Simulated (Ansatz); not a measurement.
The system is CoO.

```xyz
2
Lattice="0.0000 2.1315 2.1315 2.1315 0.0000 2.1315 2.1315 2.1315 0.0000" Properties=species:S:1:pos:R:3 pbc="T T T"
Co    0.0000    0.0000    0.0000
O     2.1315    2.1315    2.1315
```

Base run:

| Quantity | Value |
| --- | --- |
| Program | Ansatz 0.2.0 |
| Functional | LDA |
| Potentials or basis | all-electron LAPW, scalar-relativistic |
| Cutoff | 359 eV (chosen from the basis error) |
| Basis error allowed | 0.001 eV/atom |
| k mesh | 11 × 11 × 11 |
| Occupations | fermi-dirac, width 0.05 eV |
| Spin | collinear spin, ferromagnetic start |
| Starting moments | [2.0, 0.0] μB |

Its results: pressure -19.3 GPa; net moment 2.88 μB per cell; site moments Co +2.52; O +0.34 μB.

The run is repeated on the same cell with these changes: functional from LDA to PBEsol. What comes out?

Pressure -10.8 GPa; net moment 2.96 μB per cell; site moments Co +2.60; O +0.34 μB.

PBEsol binds less tightly than LDA, so the same cell stands under more pressure.

Caveats: a cell with one magnetic atom can't hold antiferromagnetic order, which such compounds often take.
